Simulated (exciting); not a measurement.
# GaSb (F-43m) in exciting: notebook, part 2 of 2

exciting (release sodium). Earlier steps stand in the parts before.

### 3 Band structure, LDA

input.xml reads:

```xml
<input>
  <title>GaSb</title>
  <structure speciespath="./" tshift="false">
    <crystal scale="1">
      <basevect>0.000000000000 5.780672215230 5.780672215230</basevect>
      <basevect>5.780672215230 0.000000000000 5.780672215230</basevect>
      <basevect>5.780672215230 5.780672215230 0.000000000000</basevect>
    </crystal>
    <species speciesfile="Sb.xml" rmt="2.3">
      <atom coord="0.750000000000 0.750000000000 0.750000000000"/>
    </species>
    <species speciesfile="Ga.xml" rmt="2">
      <atom coord="0.000000000000 0.000000000000 0.000000000000"/>
    </species>
  </structure>
  <groundstate do="fromscratch" ngridk="8 8 8" rgkmax="9" gmaxvr="14" lmaxapw="10" lmaxmat="10" lmaxvr="8" xctype="LDA_PW" stype="Fermi Dirac" swidth="0.00183747" nempty="10" ValenceRelativity="iora*" epsengy="1e-05" epspot="1e-05" maxscl="60" outputlevel="low"/>
  <properties>
    <bandstructure>
      <plot1d>
        <path steps="80">
          <point coord="0 0 0" label="G"/>
          <point coord="0.5 0 0.5" label="X"/>
          <point coord="0.5 0.25 0.75" label="W"/>
          <point coord="0.375 0.375 0.75" label="K"/>
          <point coord="0 0 0" label="G"/>
          <point coord="0.5 0.5 0.5" label="L"/>
          <point coord="0.625 0.25 0.625" label="U"/>
          <point coord="0.5 0.25 0.75" label="W"/>
          <point coord="0.5 0.5 0.5" label="L"/>
          <point coord="0.375 0.375 0.75" label="K" breakafter="true"/>
          <point coord="0.625 0.25 0.625" label="U"/>
          <point coord="0.5 0 0.5" label="X"/>
        </path>
      </plot1d>
    </bandstructure>
    <dos nwdos="300" winddos="-0.6 0.5" inttype="tetra" ngrdos="100" nsmdos="2"/>
  </properties>
</input>
```

Potentials or basis: all-electron LAPW+lo, shipped species files, valence relativity iora*.

Launch:

```console
$ OMP_NUM_THREADS=1 exciting_smp
```

Wall time 13 min (1 thread of Arm Neoverse N1, shared host); peak memory 0.15 GiB.

The run converged. Its results:

```
Free energy            : -229106.8842 eV
Band gap on the k mesh : none (metal or under the smearing width)
```

Levels at the corners of the path, in eV from the Fermi level:
| point | band 12 | band 13 | band 14 | band 15 | band 16 | band 17 |
| --- | --- | --- | --- | --- | --- | --- |
| Γ | -0.22 | -0.04 | -0.04 | -0.04 | 2.74 | 2.74 |
| X | -6.88 | -2.60 | -2.60 | 0.81 | 1.14 | 8.59 |
| W | -6.75 | -3.39 | -3.17 | 3.58 | 4.23 | 4.31 |
| K | -6.71 | -3.65 | -2.22 | 1.30 | 3.78 | 6.49 |
| Γ | -0.22 | -0.04 | -0.04 | -0.04 | 2.74 | 2.74 |
| L | -6.44 | -1.19 | -1.19 | 0.24 | 3.71 | 3.71 |
| U | -6.71 | -3.65 | -2.22 | 1.30 | 3.78 | 6.49 |
| W | -6.75 | -3.39 | -3.17 | 3.58 | 4.23 | 4.31 |
| L | -6.44 | -1.19 | -1.19 | 0.24 | 3.71 | 3.71 |
| K | -6.71 | -3.65 | -2.22 | 1.30 | 3.78 | 6.49 |
| U | -6.71 | -3.65 | -2.22 | 1.30 | 3.78 | 6.49 |
| X | -6.88 | -2.60 | -2.60 | 0.81 | 1.14 | 8.59 |

States per cell in windows of 1 eV (zero at the Fermi level; states under -8 eV left out):
```tsv
from (eV)	total
-8.0	0.00
-7.0	1.07
-6.0	0.49
-5.0	0.23
-4.0	0.97
-3.0	1.55
-2.0	1.31
-1.0	0.32
0.0	0.19
1.0	1.44
2.0	0.99
3.0	1.50
4.0	1.56
5.0	1.07
6.0	1.28
7.0	1.46
```

Caveat: the tetrahedron DOS on this energy grid can lose part of the weight of narrow d or f bands; spin-orbit coupling is left out, which moves the levels of the heavy elements; this crystal is a semiconductor, whose small gap the functional closes, so the metal is an error of the method.

### 4 Band structure, RGE2, spin-orbit coupling, no magnetisation

run_exciting.py reads:

```python
import subprocess
import xml.etree.ElementTree as ET
from ase.io import read
from ase.units import Bohr

atoms = read("GaSb.xyz")
rmt = {'Sb': 2.3, 'Ga': 2.0}  # bohr
tasks = """
<groundstate do="fromscratch" ngridk="4 4 4" rgkmax="8" gmaxvr="14" lmaxapw="10" lmaxmat="10" lmaxvr="8" stype="Fermi Dirac" swidth="0.00183747" nempty="20" ValenceRelativity="iora*" epsengy="1e-05" epspot="1e-05" maxscl="60" outputlevel="normal">
  <libxc exchange="XC_GGA_X_RGE2" correlation="XC_GGA_C_RGE2"/>
  <spin spinorb="true"/>
</groundstate>
<properties>
  <bandstructure>
    <plot1d>
      <path steps="60">
        <point coord="0 0 0" label="G"/>
        <point coord="0.5 0 0.5" label="X"/>
        <point coord="0.5 0.25 0.75" label="W"/>
        <point coord="0.375 0.375 0.75" label="K"/>
        <point coord="0 0 0" label="G"/>
        <point coord="0.5 0.5 0.5" label="L"/>
        <point coord="0.625 0.25 0.625" label="U"/>
        <point coord="0.5 0.25 0.75" label="W"/>
        <point coord="0.5 0.5 0.5" label="L"/>
        <point coord="0.375 0.375 0.75" label="K" breakafter="true"/>
        <point coord="0.625 0.25 0.625" label="U"/>
        <point coord="0.5 0 0.5" label="X"/>
      </path>
    </plot1d>
  </bandstructure>
  <dos nwdos="300" winddos="-0.6 0.5" inttype="tetra" ngrdos="100" nsmdos="1"/>
</properties>
"""

root = ET.Element("input")
ET.SubElement(root, "title").text = "GaSb"
structure = ET.SubElement(root, "structure", speciespath="./", tshift="false")
crystal = ET.SubElement(structure, "crystal", scale="1.0")
for vector in atoms.cell / Bohr:
    ET.SubElement(crystal, "basevect").text = " ".join(f"{x:.12f}" for x in vector)
symbols = atoms.get_chemical_symbols()
for element in dict.fromkeys(symbols):
    species = ET.SubElement(structure, "species", speciesfile=element + ".xml", rmt=str(rmt[element]))
    for symbol, position in zip(symbols, atoms.get_scaled_positions(wrap=False)):
        if symbol == element:
            ET.SubElement(species, "atom", coord=" ".join(f"{x:.12f}" for x in position))
root.extend(ET.fromstring("<tasks>" + tasks + "</tasks>"))
ET.indent(root)
ET.ElementTree(root).write("input.xml")
subprocess.run(["exciting_smp"], check=True)
```

GaSb.xyz reads:

```xyz
2
Lattice="0.0000000000 3.0590000000 3.0590000000 3.0590000000 0.0000000000 3.0590000000 3.0590000000 3.0590000000 0.0000000000" Properties=species:S:1:pos:R:3 pbc="T T T"
Sb     4.5885000000      4.5885000000      4.5885000000
Ga     0.0000000000      0.0000000000      0.0000000000
```

Potentials or basis: all-electron LAPW+lo, shipped species files, valence relativity iora*.

Launch:

```console
$ OMP_NUM_THREADS=1 python run_exciting.py
```

The log of the run:

```text
================================================================================
EXCITING SODIUM started
[... 10 lines left out ...]

 Lattice vectors (cartesian) :
      0.0000000000      5.7806722189      5.7806722189
      5.7806722189      0.0000000000      5.7806722189
      5.7806722189      5.7806722189      0.0000000000

 Reciprocal lattice vectors (cartesian) :
     -0.5434649353      0.5434649353      0.5434649353
      0.5434649353     -0.5434649353      0.5434649353
      0.5434649353      0.5434649353     -0.5434649353
[... 98 lines left out ...]
 Exchange energy                            :      -237.57201030
 Correlation energy                         :        -4.61531310
 No external B-field energy in total energy
[... 499 lines left out ...]
 RMS change in effective potential (target) :  0.895222E-09  ( 0.100000E-04)
 Absolute change in total energy   (target) :  0.691967E-06  ( 0.100000E-04)
 Charge distance                   (target) :  0.455450E-09  ( 0.100000E-04)

++++++++++++++++++++++++++++++++++++++++++++++++++++++++++++++++++++++++++++++++
| Convergency criteria checked for the last 2 iterations                       +
| Convergence targets achieved. Performing final SCF iteration                 +
++++++++++++++++++++++++++++++++++++++++++++++++++++++++++++++++++++++++++++++++
 Total energy                               :     -8423.63368925
 _______________________________________________________________
 Fermi energy                               :         0.18568415
 Kinetic energy                             :      8819.29272424
 Coulomb energy                             :    -17000.67531593
 Exchange energy                            :      -237.63478713
 Correlation energy                         :        -4.61631043
 No external B-field energy in total energy
[... 14 lines left out ...]
 Moments :
     interstitial                 :     0.00000000    -0.00000000    -0.00000000
     moment in muffin-tin spheres :
         atom     1    Sb         :     0.00000000    -0.00000000    -0.00000000
         atom     2    Ga         :     0.00000000    -0.00000000     0.00000000
     total moment in muffin-tins  :     0.00000000    -0.00000000    -0.00000000
     total moment                 :     0.00000000    -0.00000000    -0.00000000

++++++++++++++++++++++++++++++++++++++++++++++++++++++++++++++++++++++++++++++++
[... 12 lines left out ...]
| EXCITING SODIUM stopped                                                      =
================================================================================
```

It took 2.3 min on 1 thread of Arm Neoverse V2, shared host; peak memory 0.21 GiB.

What came out:

```
Band gap on the k mesh                            : none (metal or under the smearing width)
All electrons inside the program's atomic spheres : Sb 48.23; Ga 28.79 (radii Sb 2.3, Ga 2.0 bohr)
```

Levels at the corners of the path, in eV from the Fermi level:
| point | band 24 | band 25 | band 26 | band 27 | band 28 | band 29 | band 30 | band 31 | band 32 | band 33 |
| --- | --- | --- | --- | --- | --- | --- | --- | --- | --- | --- |
| Γ | -0.68 | -0.15 | -0.15 | 0.00 | 0.00 | 0.00 | 0.00 | 2.40 | 2.40 | 2.60 |
| X | -7.03 | -2.93 | -2.93 | -2.69 | -2.69 | 0.68 | 0.68 | 1.00 | 1.00 | 8.34 |
| W | -6.84 | -3.77 | -3.46 | -3.35 | -3.34 | 3.27 | 3.63 | 4.08 | 4.12 | 4.13 |
| K | -6.80 | -3.96 | -3.77 | -2.43 | -2.41 | 1.15 | 1.18 | 3.58 | 3.70 | 6.28 |
| Γ | -0.68 | -0.15 | -0.15 | 0.00 | 0.00 | 0.00 | 0.00 | 2.40 | 2.40 | 2.60 |
| L | -6.59 | -1.58 | -1.58 | -1.19 | -1.19 | 0.19 | 0.19 | 3.45 | 3.45 | 3.56 |
| U | -6.80 | -3.96 | -3.77 | -2.43 | -2.41 | 1.15 | 1.18 | 3.58 | 3.70 | 6.28 |
| W | -6.84 | -3.77 | -3.46 | -3.35 | -3.34 | 3.27 | 3.63 | 4.08 | 4.12 | 4.13 |
| L | -6.59 | -1.58 | -1.58 | -1.19 | -1.19 | 0.19 | 0.19 | 3.45 | 3.45 | 3.56 |
| K | -6.80 | -3.96 | -3.77 | -2.43 | -2.41 | 1.15 | 1.18 | 3.58 | 3.70 | 6.28 |
| U | -6.80 | -3.96 | -3.77 | -2.43 | -2.41 | 1.15 | 1.18 | 3.58 | 3.70 | 6.28 |
| X | -7.03 | -2.93 | -2.93 | -2.69 | -2.69 | 0.68 | 0.68 | 1.00 | 1.00 | 8.34 |

States per cell in windows of 1 eV (zero at the Fermi level; states under -8 eV left out):
| from (eV) | total |
| --- | --- |
| -8.0 | 0.02 |
| -7.0 | 1.17 |
| -6.0 | 0.43 |
| -5.0 | 0.24 |
| -4.0 | 1.24 |
| -3.0 | 1.47 |
| -2.0 | 1.16 |
| -1.0 | 0.25 |
| 0.0 | 0.60 |
| 1.0 | 1.15 |
| 2.0 | 0.64 |
| 3.0 | 1.72 |
| 4.0 | 1.99 |
| 5.0 | 1.58 |
| 6.0 | 0.63 |
| 7.0 | 0.90 |

Caveat: the k mesh is coarse (spacing up to 0.44 Å⁻¹), so the values aren't converged; total energies with spin-orbit coupling aren't reliable in this program, so none is listed and the log's shouldn't be used; the tetrahedron DOS on this energy grid can lose part of the weight of narrow d or f bands; this crystal is a semiconductor, whose small gap the functional closes, so the metal is an error of the method.

### 5 For comparison

An earlier run on the cell as given: functional PBE; potentials or basis all-electron LAPW+lo, shipped species files, valence relativity iora*; rgkmax 9; k mesh 8 × 8 × 8; occupations fermi-dirac, width 0.05 eV; no spin polarisation.

* Band gap on the k mesh: none (metal or under the smearing width)
* All electrons inside the program's atomic spheres: Sb 48.22; Ga 28.80 (radii Sb 2.3, Ga 2.0 bohr)

### 6 Summary

```tsv
task	level	spin	k mesh	outputlevel	nempty	rgkmax	mesh quality	gap on the mesh (eV)
band structure	PBE	off	8 × 8 × 8	low	10	9	not flagged	none
band structure	LDA	off	8 × 8 × 8	low	10	9	not flagged	none
band structure	RGE2	SOC, no magnetisation	4 × 4 × 4	normal	20	8	coarse	none
single point	PBE	off	8 × 8 × 8	-	10	9	not flagged	none
```

Alike in all rows: potentials or basis all-electron LAPW+lo, shipped species files, valence relativity iora*; cell as given; smearing fermi-dirac 0.05 eV.

Caveats: some runs use coarse meshes; this crystal is a semiconductor, whose small gap the functional closes, so the metal is an error of the method; the tetrahedron DOS on this energy grid can lose part of the weight of narrow d or f bands (some runs); spin-orbit coupling is left out, which moves the levels of the heavy elements (some runs).

Compare energies only between runs with the same functional and basis.

### 7 Comparison with measurements

Step 2. Against the measured gap of GaSb, 0.811 eV (direct; 4.2 K; a printed reference work, data compilation), the calculated 0.00 eV is off by -0.81 eV. Spin-orbit coupling on Ga, Sb is left out. The value is that of PBE on a finite k mesh, which can miss the band edges, without temperature or zero-point motion. Semilocal functionals fall short of measured gaps as a rule.

Step 3. Against the measured gap of GaSb, 0.811 eV (direct; 4.2 K; a printed reference work, data compilation), the calculated 0.00 eV is off by -0.81 eV. Spin-orbit coupling on Ga, Sb is left out. The value is that of LDA on a finite k mesh, which can miss the band edges, without temperature or zero-point motion. Semilocal functionals fall short of measured gaps as a rule.
